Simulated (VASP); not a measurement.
# AlN (P6_3/mmc) in VASP: notebook

The runs below take AlN through single point, with PBEsol.

Program: VASP 6.6.1. These are calculated values, not measurements. Logs are shortened: lines on timing, memory, paths and dates and some standing lists are left out, and cuts for length are marked.

## Step 1: The structure

Symmetry: P6_3/mmc, No. 194, hexagonal system. Conventional cell: a = 3.312 Å, b = 3.312 Å, c = 4.188 Å, α = 90.00°, β = 90.00°, γ = 120.00°. Al (site symmetry -6m2) has 5 N at 1.91 to 2.09 Å as nearest neighbours. N (site symmetry -6m2) is surrounded by 5 Al at 1.91 to 2.09 Å.

Measurements of this composition are mostly on another form, of space group No. 186.

## Step 2: Single point, PBEsol

The input, INCAR:

```
PREC     = Normal         # precision mode
ENCUT    = 450            # plane-wave cutoff, eV
EDIFF    = 1E-6           # SCF threshold, eV
ISMEAR   = 0              # smearing method
SIGMA    = 0.05           # smearing width, eV
LREAL    = False          # projectors in reciprocal space
LASPH    = True           # aspherical terms in the spheres
NELM     = 100            # most SCF steps
ALGO     = Normal         # electronic algorithm
ISIF     = 2              # what is computed and relaxed
LWAVE    = False          # write WAVECAR
LCHARG   = False          # write CHGCAR
GGA      = PS             # functional
ADDGRID  = False
```

The input, KPOINTS:

```
regular mesh
0
Gamma
  6 6 4
```

The input, POSCAR:

```
AlN
1.0
    3.3121157418      0.0000000000      0.0000000000
   -1.6560578709      2.8683763727      0.0000000000
    0.0000000000      0.0000000000      4.1875630000
Al N
2 2
Direct
    0.6666666667      0.3333333333      0.2500000000
    0.3333333333      0.6666666667      0.7500000000
    0.6666666667      0.3333333333      0.7500000000
    0.3333333333      0.6666666667      0.2500000000
```

Potentials or basis: VASP PAW PBE potentials, release 64 (Al, N).

Run with:

```sh
> cat potpaw_PBE.64/Al/POTCAR potpaw_PBE.64/N/POTCAR > POTCAR
> mpirun -np 1 vasp_std > vasp.out
```

OUTCAR:

```text
PREC = Normal
   ENCUT = 450
   EDIFF = 1E-6
   ISMEAR = 0
   LREAL = False
   LASPH = True
   NELM = 100
   ISIF = 2
   GGA = PS

 Found     21 irreducible k-points:

 Following reciprocal coordinates:
            Coordinates               Weight
  0.000000  0.000000  0.000000      1.000000
  0.166667  0.000000  0.000000      6.000000
  0.333333 -0.000000  0.000000      6.000000
  0.500000  0.000000  0.000000      3.000000
  0.166667  0.166667  0.000000      6.000000
  0.333333  0.166667  0.000000     12.000000
   k-points           NKPTS =     21   k-points in BZ     NKDIM =     21   number of bands    NBANDS=     12
   number of dos      NEDOS =    301   number of ions     NIONS =      4
   total plane-waves  NPLWV =   7776
   dimension x,y,z NGX =    18 NGY =   18 NGZ =   24
   dimension x,y,z NGXF=    36 NGYF=   36 NGZF=   48
   ions per type =               2   2
   NGX,Y,Z   is equivalent  to a cutoff of   9.03,  9.03,  9.53 a.u.
   NGXF,Y,Z  is equivalent  to a cutoff of  18.07, 18.07, 19.06 a.u.
 SYSTEM =  unknown system
   PREC   = normal    normal or accurate (medium, high low for compatibility)
   ISTART =      0    job   : 0-new  1-cont  2-samecut
   ICHARG =      2    charge: 1-file 2-atom 10-const
   ISPIN  =      1    spin polarized calculation?
   LNONCOLLINEAR =      F non collinear calculations
   LSORBIT =      F    spin-orbit coupling
   LASPH  =      T    aspherical Exc in radial PAW
   ENCUT  =  450.0 eV  33.07 Ry    5.75 a.u.   5.73  5.73  7.24*2*pi/ulx,y,z
   NELM   =    100;   NELMIN=  2; NELMDL= -5     # of ELM steps
   EDIFF  = 0.1E-05   stopping-criterion for ELM
   LREAL  =      F    real-space projection
   EDIFFG = 0.1E-04   stopping-criterion for IOM
   NSW    =      0    number of steps for IOM
   IBRION =     -1    ionic relax: 0-MD 1-quasi-New 2-CG
   NFREE  =      0    steps in history (QN), initial steepest desc. (CG)
   ISIF   =      2    stress and relaxation
   ISYM   =      2    0-nonsym 1-usesym 2-fastsym
   POTIM  = 0.5000    time-step for ionic-motion
   TEBEG  =    0.0;   TEEND  =   0.0 temperature during run
   PSTRESS=    0.0 pullay stress
   NELECT =      16.0000    total number of electrons
   NUPDOWN=      -1.0000    fix difference up-down
   EMIN   =  10.00;   EMAX   =-10.00  energy-range for DOS
   EFERMI =   0.00;   METHOD = LEGACY
   ISMEAR =     0;   SIGMA  =   0.05  broadening in eV -4-tet -1-fermi 0-gaus
   EFERMI_NEDOS =   21; number of points for ismear=-14 and -15
   IALGO  =     38    algorithm
   IMIX   =      4    mixing-type and parameters
     AMIX     =   0.40;   BMIX     =  1.00
     AMIX_MAG =   1.60;   BMIX_MAG =  1.00
  volume/ion in A,a.u.               =       9.95        67.12
  Fermi-wavevector in a.u.,A,eV,Ry     =   1.208409  2.283561 19.867927  1.460251
  Thomas-Fermi vector in A             =   2.344017
   LORBIT       =      0    0 simple, 1 ext, 2 COOP (PROOUT), +10 PAW based schemes
   GGA     = PS    functional components
   LHFCALC =     F    Hartree Fock is set to
   AEXX    =    0.0000 exact exchange contribution
   IVDW    =     0    specifies the selected vdW correction
   LEPSILON=     F    determine dielectric tensor
   LRPA    =     F    only Hartree local field effects (RPA)
 non-spin polarized calculation
 Gauss-broadening in eV      SIGMA  =   0.05
  energy-cutoff  :      450.00
  volume of cell :       39.78
 maximum number of plane-waves:       870
   NGX = 11   NGY = 11   NGZ = 15

 number of electron      15.9999999 magnetization

 Free energy of the ion-electron system (eV)
  ---------------------------------------------------
  ext. energy  EPLUGINS =         0.00000000
  ---------------------------------------------------
  free energy    TOTEN  =       -30.94300616 eV

  energy without entropy =      -30.94300616  energy(sigma->0) =      -30.94300616

 E-fermi :   8.0673     XC(G=0): -11.3531

 val. band max:        7.8630324756   @ k =   0.0000   0.0000   0.0000
 cond. band min:      11.0477331655   @ k =   0.0000   0.0000   0.0000
 fundamental gap:      3.1847006899
 Fermi energy:         8.0673242570

 k-point     1 :       0.0000    0.0000    0.0000
  band No.  band energies     occupation
      1      -8.9056      2.00000
      2      -5.2324      2.00000
      3       0.9378      2.00000
      4       4.5771      2.00000
      5       4.5772      2.00000
      6       6.2450      2.00000
      7       6.2451      2.00000
      8       7.8630      2.00000
      9      11.0477      0.00000
     10      12.1996      0.00000
     11      15.9946      0.00000
     12      15.9946      0.00000

 k-point     2 :       0.1667    0.0000    0.0000
  band No.  band energies     occupation
      1      -8.5916      2.00000
      2      -5.2337      2.00000
      3       1.2776      2.00000
      4       3.5468      2.00000
      5       4.1773      2.00000
      6       5.2951      2.00000
      7       6.3696      2.00000
      8       7.3354      2.00000
      9      12.2007      0.00000
     10      13.1961      0.00000
     11      15.1888      0.00000
     12      16.8380      0.00000

 k-point     3 :       0.3333   -0.0000    0.0000
  band No.  band energies     occupation
      1      -7.7559      2.00000
      2      -5.4412      2.00000
      3       1.9687      2.00000
      4       2.2176      2.00000
      5       3.5924      2.00000
      6       4.0474      2.00000
      7       6.0174      2.00000
      8       6.4212      2.00000
      9      12.1272      0.00000
     10      14.5151      0.00000
     11      15.6301      0.00000
     12      16.3162      0.00000

 k-point     4 :       0.5000    0.0000    0.0000
  band No.  band energies     occupation
      1      -7.0296      2.00000
      2      -5.8674      2.00000
      3       1.3558      2.00000
      4       3.0974      2.00000
      5       3.3559      2.00000
      6       3.5299      2.00000
      7       4.9440      2.00000
      8       6.4029      2.00000
      9      11.6161      0.00000
     10      14.8823      0.00000
     11      14.9151      0.00000
     12      17.1337      0.00000

 k-point     5 :       0.1667    0.1667    0.0000
  band No.  band energies     occupation
      1      -8.0106      2.00000
      2      -5.3366      2.00000
      3       1.9247      2.00000
      4       2.7459      2.00000
      5       2.9215      2.00000
      6       4.8465      2.00000
      7       6.1136      2.00000
      8       6.4330      2.00000
      9      13.0598      0.00000
     10      14.4740      0.00000
     11      14.9699      0.00000
     12      15.4258      0.00000

 k-point     6 :       0.3333    0.1667    0.0000
  band No.  band energies     occupation
      1      -7.0978      2.00000
      2      -5.7687      2.00000
      3       1.4699      2.00000
      4       2.9369      2.00000
      5       3.0163      2.00000
      6       3.8904      2.00000
      7       5.1194      2.00000
      8       5.8724      2.00000
      9      12.8194      0.00000
     10      13.8357      0.00000
     11      15.7018      0.00000
     12      16.3117      0.00000

 [... further k-points ...]

------------------------ aborting loop because EDIFF is reached ----------------------------------------

  FORCE on cell =-STRESS in cart. coord.  units (eV):
  Direction    XX          YY          ZZ          XY          YZ          ZX
  --------------------------------------------------------------------------------------
  -------------------------------------------------------------------------------------
  Total       -1.0156829     -1.0156829     -1.2801775      0.0000000      0.0000000      0.0000000
  in kB      -40.9039932    -40.9039932    -51.5558279      0.0000000      0.0000000      0.0000000
  external PRESSURE =     -44.4546048 kB  Pullay stress =       0.0000000 kB

 VOLUME and BASIS-vectors are now :
 -----------------------------------------------------------------------------
  energy-cutoff  :      450.00
  volume of cell :       39.78
      direct lattice vectors                 reciprocal lattice vectors
     3.312115742  0.000000000  0.000000000     0.301921816  0.174314642  0.000000000
    -1.656057871  2.868376373  0.000000000     0.000000000  0.348629284  0.000000000
     0.000000000  0.000000000  4.187563000     0.000000000  0.000000000  0.238802377

 POSITION                                       TOTAL-FORCE (eV/Angst)
 -----------------------------------------------------------------------------------
      1.65606      0.95613      1.04689         0.000000      0.000000      0.000000
     -0.00000      1.91225      3.14067        -0.000000     -0.000000      0.000000
      1.65606      0.95613      3.14067        -0.000000      0.000000      0.000000
     -0.00000      1.91225      1.04689        -0.000000     -0.000000      0.000000
 -----------------------------------------------------------------------------------
    total drift:                               -0.000000     -0.000000     -0.000000

  FREE ENERGIE OF THE ION-ELECTRON SYSTEM (eV)
  ---------------------------------------------------
  free  energy   TOTEN  =       -30.9430061551 eV

  energy  without entropy=      -30.9430061551  energy(sigma->0) =      -30.94300616
```

It took 2.9 s on 1 thread of Intel Xeon 6975P-C (Granite Rapids), shared host; peak memory 0.12 GiB.

The run converged, but some of its settings lie outside the range that counts as converged, so its numbers aren't taken as properties of the crystal.

What came out:

- Free energy: -30.9430 eV
- Band gap on the k mesh: 3.18 eV, direct

Caveat: the cutoff is under 1.25 times the usual one of these potentials, so pressure, stress and relaxed cells hold a basis-set (Pulay) error; the PAW data sets were made with another functional, which shifts forces and pressure a little.

## Step 3: Single point, PBEsol

INCAR is that of step 2.

KPOINTS is that of step 2.

The input, POSCAR:

```
AlN
1.0
    3.3121157418      0.0000000000      0.0000000000
   -1.6560578709      2.8683763727      0.0000000000
    0.0000000000      0.0000000000      4.1875630000
Al N
2 2
Direct
    0.6237580000      0.3299140000      0.2556100000
    0.3117670000      0.6288490000      0.7350250000
    0.6903480000      0.3199170000      0.7468030000
    0.3351220000      0.6696830000      0.2481240000
```

Potentials or basis: VASP PAW PBE potentials, release 64 (Al, N).

Run with:

```sh
> cat potpaw_PBE.64/Al/POTCAR potpaw_PBE.64/N/POTCAR > POTCAR
> mpirun -np 1 vasp_std > vasp.out
```

Wall time 7 s (1 thread of Intel Xeon 6975P-C (Granite Rapids), shared host); peak memory 0.13 GiB.

The run converged, but some of its settings lie outside the range that counts as converged, so its numbers aren't taken as properties of the crystal.

Results:

| Property | Result |
| --- | --- |
| Free energy | -30.5511 eV |
| Largest force | 2.823 eV/Å |
| Band gap on the k mesh | 3.09 eV, direct |

Caveat: the cutoff is under 1.25 times the usual one of these potentials, so pressure, stress and relaxed cells hold a basis-set (Pulay) error; the PAW data sets were made with another functional, which shifts forces and pressure a little.

[end of part 1 of 2]
